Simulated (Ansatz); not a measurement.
# TiAl3 (Pmm2) in Ansatz: a series of runs

The runs below take TiAl3 through single point, with LDA, PBEsol.

Program: Ansatz 0.2.0. These are calculated values, not measurements. Logs are shortened: lines on timing, memory, paths and dates and some standing lists are left out, and cuts for length are marked.

## Step 1: The crystal as given

It takes space group Pmm2 (No. 25, orthorhombic). The conventional cell has a = 2.840 Å, b = 4.681 Å, c = 4.901 Å, α = 90.00°, β = 90.00°, γ = 90.00°. Ti (site symmetry mm2) is surrounded by 10 Al at 2.83 to 2.85 Å and 2 Ti at 2.84 Å. Around Al (site symmetry mm2) lie 10 Al at 2.81 to 2.86 Å and 2 Ti at 2.85 Å. Al (site symmetry mm2) has 8 Al at 2.81 to 2.86 Å and 4 Ti at 2.85 Å as nearest neighbours. Around Al (site symmetry mm2) lie 4 Ti at 2.83 to 2.84 Å and 8 Al at 2.84 to 2.86 Å.

The cell comes from a database or a generator and needn't be the stable form of this composition.

## Step 2: Single point, LDA

input.yaml

```yaml
crystal:
  lattice:
    - [2.839677, 0.0, 0.0]
    - [0.0, 4.681264, 0.0]
    - [0.0, 0.0, 4.900742]
  atoms:
    - { symbol: Ti, position: [0.0, 0.5, 0.165916] }
    - { symbol: Al, position: [0.0, 0.0, 0.8359] }
    - { symbol: Al, position: [0.5, 0.0, 0.330912] }
    - { symbol: Al, position: [0.5, 0.5, 0.667271] }
kpoints:
  mp_grid: { grid: [9, 6, 6] }
scf:
  occupations: { method: gaussian, width: 0.1 }
hamiltonian:
  xc: lda
  pseudopotentials: { kind: all_electron, lapw: { basis_error: 0.002 } }
output:
  forces: true
  stress: true
  eigenvalues: true
```

Potentials or basis: all-electron LAPW, scalar-relativistic.

On the command line:

```
$ ansatz run input.yaml --threads 2 --pin off --max-ram 6144MiB --backend cpu --events-out ev --progress --plain --runs-dir out
```

The program printed:

```text
Warning: RAYON_NUM_THREADS=2 ignored (pool sized by the plan → 2); use --threads N
LAPW: plane waves up to 7.464 Å⁻¹, error target 2.0e-3 eV per atom; small_component_spin mean_spin; Al in spheres of 1.405 Å, 11 of its electrons in bands, Dirac shells []; Ti in spheres of 1.420 Å, 12 of its electrons in bands, Dirac shells [] (how accurate: hamiltonian.pseudopotentials.lapw.basis_error, Limitations)
Engine: ansatz 0.2.0, aarch64-unknown-linux-gnu
Pseudopotentials: kind: all_electron
Pseudopotential: Ti, LAPW, valence charge 12, lapw/all_electron/scalar/gaussian/Ti, Koelling and Harmon's equation, gaussian nucleus
Pseudopotential: Al, LAPW, valence charge 11, lapw/all_electron/scalar/gaussian/Al, Koelling and Harmon's equation, gaussian nucleus
Functional definition: SPW92
  exchange = slater_x
  correlation = pw_c
Crystal: 4 atoms, lattice volume = 65.147 Å³
Basis set: ecut = 212.26584072707521 eV, 467 PW (Γ), exchange–correlation at level 2
Bands: 27, of which v1, the nominal top of the filled ones, is band 23 counted from 1 (22 counted from 0)
Symmetry: 4 space group operations
Space group: Pmm2 (ITA 25), of the structure as read, at distance tolerance 4.0e-5 Å
k-points: 80 of 324 (time reversal used)
Non-local potential: Ti, projectors of the file, none
Non-local potential: Al, projectors of the file, none
Initial density: superposition of atomic densities (chi_scale 0.1, normalization cell, long waves kept (reshape's long-wave potential 0.00 eV rms))
Initial wavefunctions: plane waves of lowest kinetic energy (no species holds an atomic orbital)
Functional: x = slater, c = lda
iter 1 solved again at ethr=3.55e-3 eV; its pass at ethr=1.00e-1 eV (dr2=1.60e0 eV) is discarded
SCF iter   1: F=—  HF=-42934.389023 eV  |F-HF|=—  |Δ(HF+E_count)|=         —  Δρ=2.55e-2  dr2=1.60e0  ethr=3.55e-3  ⟨swp⟩=2.0  Hψ=15132  notcnv=0
preconditioner: auto → Kerker (q_TF=auto, 2.565 Å⁻¹)  [metal: Δε(μ)=0.013 eV  Ē_g=5.203 eV  σ=0.100 eV  W_gap=0.08  n_scr=16 (ndim 8)  ℏωp=16.6 eV  f_vac=0.000  D(μ)=2.30/eV (n_scr^D=10)]
SCF iter   2: F=—  HF=-42934.058536 eV  |F-HF|=—  |Δ(HF+E_count)|=   3.30e-1  Δρ=1.27e-2  dr2=2.24e-1  ethr=3.55e-3  ⟨swp⟩=2.0  Hψ=6724  notcnv=0
SCF iter   3: F=—  HF=-42934.040890 eV  |F-HF|=—  |Δ(HF+E_count)|=   1.76e-2  Δρ=1.49e-2  dr2=6.50e-1  ethr=4.98e-4  ⟨swp⟩=2.7  Hψ=6800  notcnv=0  recentre
iter 4 solved again at ethr=2.63e-5 eV; its pass at ethr=4.98e-4 eV (dr2=1.19e-2 eV) is discarded
SCF iter   4: F=—  HF=-42933.931352 eV  |F-HF|=—  |Δ(HF+E_count)|=   1.10e-1  Δρ=3.87e-3  dr2=1.18e-2  ethr=2.63e-5  ⟨swp⟩=2.0  Hψ=11240  notcnv=0
SCF iter   5: F=—  HF=-42933.924367 eV  |F-HF|=—  |Δ(HF+E_count)|=   6.98e-3  Δρ=1.31e-3  dr2=4.35e-3  ethr=2.62e-5  ⟨swp⟩=3.0  Hψ=6651  notcnv=0
SCF iter   6: F=—  HF=-42933.923411 eV  |F-HF|=—  |Δ(HF+E_count)|=   9.56e-4  Δρ=4.26e-4  dr2=3.97e-4  ethr=9.67e-6  ⟨swp⟩=2.0  Hψ=6381  notcnv=0
SCF iter   7: F=—  HF=-42933.923333 eV  |F-HF|=—  |Δ(HF+E_count)|=   7.76e-5  Δρ=1.02e-4  dr2=8.56e-6  ethr=8.83e-7  ⟨swp⟩=2.0  Hψ=6386  notcnv=0
SCF iter   8: F=—  HF=-42933.923333 eV  |F-HF|=—  |Δ(HF+E_count)|=   5.76e-7  Δρ=2.84e-5  dr2=9.87e-7  ethr=1.90e-8  ⟨swp⟩=2.0  Hψ=6386  notcnv=0
SCF iter   9: F=—  HF=-42933.923333 eV  |F-HF|=—  |Δ(HF+E_count)|=   1.21e-7  Δρ=9.01e-6  dr2=1.65e-7  ethr=2.19e-9  ⟨swp⟩=2.0  Hψ=6382  notcnv=0
SCF iter  10: F=-42933.923333 eV  HF=-42933.923333 eV  |F-HF|=8.17e-9  |Δ(HF+E_count)|=   3.84e-8  Δρ=2.06e-6  dr2=6.67e-9  ethr=3.68e-10  ⟨swp⟩=2.0  Hψ=6385  notcnv=0
SCF 1 converged in 10 iterations: F = -42933.923333 eV  dr2 = 6.67e-9
SCF converged after 10 iterations
Free energy (F): -42933.923333 eV
Harris-Foulkes:  -42933.923333 eV  (|F-HF|=8.17e-9)
Internal energy: -42933.910293 eV  (E = F + TS)
E sigma→0 (E₀):  -42933.916813 eV
Entropy (-TS):   -0.013039 eV (-3.260 meV/atom)
Fermi energy:    10.636777 eV
--- Per-component energies (eV) ---
  E_band       = -1641.076872
  E_kinetic    = 43158.651552
  E_xc         = -2543.448876
  E_electrostatic = -83549.112969  (all electrons and nuclei)
  E_smearing   = -0.013039  (= −TS)
  E_closure    = 0.000000  (closes the sum)
  E_atoms      = -42912.913002  (free atoms, spherical and without spin; not in F)
  Σ components = -42933.923333   (vs F -42933.923333, Δ=0.00e0)
  Basis errors (estimates in eV, not in F): energy 1.5e-4 per atom: plane waves 5.6e-5 (4.2e-5 summed), levels above the bands 2.3e-303, relativity 1.1e-9, radial functions 9.1e-5, core shells 4.4e-8; eigenvalues (radial functions only) 2.4e-6; not estimated: angular momenta, meshes, grids; target (lapw.basis_error) 2.0e-3; muffin-tin radii Al 1.405 Å, Ti 1.420 Å
--- Forces (eV/Å), atoms counted from 1 ---
  atom   1  Ti     0.00000000     0.00000000    -0.05261722
  atom   2  Al     0.00000000     0.00000000     0.08931189
  atom   3  Al     0.00000000     0.00000000    -0.03114875
  atom   4  Al     0.00000000     0.00000000    -0.00554643
  max |Σ_I F_I| component: 5.09e-7 eV/Å
--- Stress (GPa, compression-positive) ---
       -7.214193       0.000000       0.000000
        0.000000      -3.783222       0.000000
        0.000000       0.000000      -4.241808
  P = ⅓ Tr σ = -5.0797 GPa (-50.797 kbar)
--- Band table (eV; the first three rows and the last of 80) ---
  k-point 0: bands = ["-91.6473", "-91.3518", "-91.3182", "-53.8557", "-53.8482", "-53.8398", "-53.5892", "-53.5493", "-53.5378", "-53.5271", "-53.5105", "-53.4789", "-45.2483", "-21.8895", "-21.8871", "-21.5230", "0.5617", "5.5877", "6.8539", "7.2245", "8.0343", "9.8846", "10.2750", "12.9514", "13.0226", "13.3456", "13.4852"]
  k-point 1: bands = ["-91.6473", "-91.3518", "-91.3182", "-53.8557", "-53.8482", "-53.8398", "-53.5892", "-53.5493", "-53.5378", "-53.5271", "-53.5105", "-53.4789", "-45.2482", "-21.8895", "-21.8877", "-21.5230", "0.7294", "4.7130", "7.0740", "7.2427", "8.9365", "9.8303", "10.1503", "12.6554", "12.9224", "13.0256", "13.2927"]
  k-point 2: bands = ["-91.6473", "-91.3518", "-91.3182", "-53.8557", "-53.8480", "-53.8398", "-53.5892", "-53.5493", "-53.5380", "-53.5272", "-53.5105", "-53.4789", "-45.2482", "-21.8895", "-21.8890", "-21.5230", "1.2057", "3.4427", "7.2810", "7.6312", "9.4013", "9.7197", "10.1391", "12.8669", "12.8858", "13.0122", "13.0318"]
  k-point 79: bands = ["-91.6462", "-91.3508", "-91.3172", "-53.8685", "-53.8470", "-53.8386", "-53.5883", "-53.5618", "-53.5398", "-53.5366", "-53.5098", "-53.4777", "-45.1938", "-21.9613", "-21.8393", "-21.8344", "6.3300", "6.5508", "6.5641", "8.2543", "8.3133", "8.3645", "9.4780", "10.8863", "11.6279", "12.6651", "13.0506"]
```

It took 28 s on 2 threads of Arm Neoverse V2, shared host; peak memory 0.43 GiB.

Results:

| Property | Result |
| --- | --- |
| Free energy | -42933.9233 eV |
| Pressure | -5.1 GPa |
| Largest force | 0.089 eV/Å |
| Band gap on the k mesh | none (metal or under the smearing width) |

Forces in eV/Å, atoms in the order of the input:
```
Ti   0.000  0.000 -0.053
Al   0.000  0.000  0.089
Al   0.000  0.000 -0.031
Al   0.000  0.000 -0.006
```

Stress tensor (GPa, compression positive):
```
-7.21  0.00  0.00
 0.00 -3.78  0.00
 0.00  0.00 -4.24
```

## Step 3: Single point, PBEsol

Changes to input.yaml since step 2:

```diff
@@ -13,5 +13,5 @@
 scf:
-  occupations: { method: gaussian, width: 0.1 }
+  occupations: { method: gaussian, width: 0.05 }
 hamiltonian:
-  xc: lda
+  xc: pbesol
   pseudopotentials: { kind: all_electron, lapw: { basis_error: 0.002 } }
```

Potentials or basis: all-electron LAPW, scalar-relativistic.

On the command line:

```
$ ansatz run input.yaml --threads 2 --pin off --max-ram 6144MiB --backend cpu --events-out ev --progress --plain --runs-dir out
```

The program printed:

```text
Warning: RAYON_NUM_THREADS=2 ignored (pool sized by the plan → 2); use --threads N
LAPW: plane waves up to 7.461 Å⁻¹, error target 2.0e-3 eV per atom; small_component_spin mean_spin; Al in spheres of 1.405 Å, 11 of its electrons in bands, Dirac shells []; Ti in spheres of 1.420 Å, 12 of its electrons in bands, Dirac shells [] (how accurate: hamiltonian.pseudopotentials.lapw.basis_error, Limitations)
[... 4 set-up lines as earlier in the session ...]
Functional definition: PBEsol
  exchange = pbesol_x
  correlation = pbesol_c
Crystal: 4 atoms, lattice volume = 65.147 Å³
Basis set: ecut = 212.07650321376133 eV, 467 PW (Γ), exchange–correlation at level 2
Bands: 27, of which v1, the nominal top of the filled ones, is band 23 counted from 1 (22 counted from 0)
[... 2 set-up lines as earlier in the session ...]
k-points: 80 of 324 (time reversal used)
[... 4 set-up lines as earlier in the session ...]
Functional: x = pbesol(κ = 0.804, μ = 0.12345679012345678), c = pbesol(β = 0.046)
iter 1 solved again at ethr=3.22e-3 eV; its pass at ethr=1.00e-1 eV (dr2=1.45e0 eV) is discarded
SCF iter   1: F=—  HF=-42992.717540 eV  |F-HF|=—  |Δ(HF+E_count)|=         —  Δρ=2.49e-2  dr2=1.45e0  ethr=3.22e-3  ⟨swp⟩=2.0  Hψ=15132  notcnv=0
preconditioner: auto → Kerker (q_TF=auto, 2.565 Å⁻¹)  [metal: Δε(μ)=0.021 eV  Ē_g=5.260 eV  σ=0.050 eV  W_gap=0.23  n_scr=16 (ndim 8)  ℏωp=16.6 eV  f_vac=0.000  D(μ)=2.93/eV (n_scr^D=22)]
SCF iter   2: F=—  HF=-42992.403419 eV  |F-HF|=—  |Δ(HF+E_count)|=   3.14e-1  Δρ=1.35e-2  dr2=3.25e-1  ethr=3.22e-3  ⟨swp⟩=2.0  Hψ=6722  notcnv=0  defer=1
SCF iter   3: F=—  HF=-42992.354889 eV  |F-HF|=—  |Δ(HF+E_count)|=   4.85e-2  Δρ=1.24e-2  dr2=4.48e-1  ethr=7.22e-4  ⟨swp⟩=2.5  Hψ=6779  notcnv=0
iter 4 solved again at ethr=2.30e-5 eV; its pass at ethr=7.22e-4 eV (dr2=1.03e-2 eV) is discarded
SCF iter   4: F=—  HF=-42992.279323 eV  |F-HF|=—  |Δ(HF+E_count)|=   7.56e-2  Δρ=3.62e-3  dr2=1.03e-2  ethr=2.30e-5  ⟨swp⟩=2.0  Hψ=11269  notcnv=0
SCF iter   5: F=—  HF=-42992.272401 eV  |F-HF|=—  |Δ(HF+E_count)|=         —  Δρ=9.91e-4  dr2=1.35e-3  ethr=2.29e-5  ⟨swp⟩=2.8  Hψ=6554  notcnv=0
the basis was enlarged: its passes take 215.0 KiB over the memory plan, 2 of 2 planned eigensolver slots
SCF iter   6: F=—  HF=-42992.271630 eV  |F-HF|=—  |Δ(HF+E_count)|=   7.71e-4  Δρ=3.58e-4  dr2=2.06e-4  ethr=3.00e-6  ⟨swp⟩=2.1  Hψ=6377  notcnv=0
SCF iter   7: F=—  HF=-42992.271585 eV  |F-HF|=—  |Δ(HF+E_count)|=   4.49e-5  Δρ=9.13e-5  dr2=7.39e-6  ethr=4.58e-7  ⟨swp⟩=2.0  Hψ=6373  notcnv=0
SCF iter   8: F=—  HF=-42992.271584 eV  |F-HF|=—  |Δ(HF+E_count)|=   7.38e-7  Δρ=4.18e-5  dr2=2.06e-6  ethr=1.64e-8  ⟨swp⟩=2.0  Hψ=6372  notcnv=0
SCF iter   9: F=—  HF=-42992.271584 eV  |F-HF|=—  |Δ(HF+E_count)|=   3.76e-7  Δρ=1.71e-5  dr2=2.76e-7  ethr=4.57e-9  ⟨swp⟩=2.0  Hψ=6371  notcnv=0
SCF iter  10: F=-42992.271584 eV  HF=-42992.271584 eV  |F-HF|=1.19e-8  |Δ(HF+E_count)|=   4.43e-8  Δρ=7.00e-6  dr2=4.64e-8  ethr=6.13e-10  ⟨swp⟩=2.0  Hψ=6370  notcnv=0
SCF 1 converged in 10 iterations: F = -42992.271584 eV  dr2 = 4.64e-8
SCF converged after 10 iterations
Free energy (F): -42992.271584 eV
Harris-Foulkes:  -42992.271584 eV  (|F-HF|=1.19e-8)
Internal energy: -42992.268044 eV  (E = F + TS)
E sigma→0 (E₀):  -42992.269814 eV
Entropy (-TS):   -0.003539 eV (-0.885 meV/atom)
Fermi energy:    10.796968 eV
--- Per-component energies (eV) ---
  E_band       = -1637.028167
  E_kinetic    = 43245.943855
  E_xc         = -2603.887616
  E_electrostatic = -83634.324283  (all electrons and nuclei)
  E_smearing   = -0.003539  (= −TS)
  E_closure    = 0.000000  (closes the sum)
  E_atoms      = -42971.821526  (free atoms, spherical and without spin; not in F)
  Σ components = -42992.271584   (vs F -42992.271584, Δ=0.00e0)
  Basis errors (estimates in eV, not in F): energy 1.6e-4 per atom: plane waves 5.4e-5 (4.1e-5 summed), levels above the bands 0.0e0, relativity 7.8e-9, radial functions 1.0e-4, core shells 4.3e-8; eigenvalues (radial functions only) 3.2e-6; not estimated: angular momenta, meshes, grids; target (lapw.basis_error) 2.0e-3; muffin-tin radii Al 1.405 Å, Ti 1.420 Å
--- Forces (eV/Å), atoms counted from 1 ---
  atom   1  Ti     0.00000000     0.00000000    -0.02939557
  atom   2  Al     0.00000000     0.00000000     0.05756842
  atom   3  Al     0.00000000     0.00000000    -0.00652182
  atom   4  Al     0.00000000     0.00000000    -0.02164759
  max |Σ_I F_I| component: 3.44e-6 eV/Å
--- Stress (GPa, compression-positive) ---
       -4.671268       0.000000       0.000000
        0.000000      -1.192881       0.000000
        0.000000       0.000000      -1.454974
  P = ⅓ Tr σ = -2.4397 GPa (-24.397 kbar)
--- Band table (eV; the first three rows and the last of 80) ---
  k-point 0: bands = ["-91.9390", "-91.6368", "-91.5974", "-53.6250", "-53.6176", "-53.6102", "-53.3515", "-53.3122", "-53.2948", "-53.2844", "-53.2748", "-53.2375", "-45.4389", "-21.8751", "-21.8743", "-21.5091", "0.6856", "5.7423", "6.9837", "7.3258", "8.1772", "10.0377", "10.4407", "13.1519", "13.2228", "13.5150", "13.6046"]
  k-point 1: bands = ["-91.9390", "-91.6368", "-91.5974", "-53.6250", "-53.6176", "-53.6102", "-53.3515", "-53.3122", "-53.2948", "-53.2844", "-53.2748", "-53.2375", "-45.4389", "-21.8751", "-21.8749", "-21.5092", "0.8537", "4.8499", "7.2299", "7.3476", "9.0715", "9.9698", "10.3144", "12.8423", "13.1227", "13.2259", "13.4326"]
  k-point 2: bands = ["-91.9390", "-91.6368", "-91.5974", "-53.6250", "-53.6174", "-53.6102", "-53.3515", "-53.3122", "-53.2950", "-53.2844", "-53.2748", "-53.2375", "-45.4388", "-21.8762", "-21.8750", "-21.5092", "1.3313", "3.5716", "7.3938", "7.7941", "9.5531", "9.8323", "10.3005", "13.0605", "13.0669", "13.1821", "13.2322"]
  k-point 79: bands = ["-91.9380", "-91.6358", "-91.5964", "-53.6376", "-53.6164", "-53.6091", "-53.3506", "-53.3246", "-53.2969", "-53.2936", "-53.2741", "-53.2364", "-45.3859", "-21.9414", "-21.8257", "-21.8225", "6.4638", "6.7032", "6.7122", "8.3987", "8.4399", "8.5144", "9.5815", "11.0156", "11.8078", "12.8620", "13.2510"]
```

It took 27 s on 2 threads of Arm Neoverse V2, shared host; peak memory 0.43 GiB.

What came out:

```yaml
Free_energy: -42992.2716 eV
Pressure: -2.4 GPa
Largest_force: 0.058 eV/Å
Band_gap_on_the_k_mesh: none (metal or under the smearing width)
```

Forces in eV/Å, atoms in the order of the input:
```
Ti   0.000  0.000 -0.029
Al   0.000  0.000  0.058
Al   0.000  0.000 -0.007
Al   0.000  0.000 -0.022
```
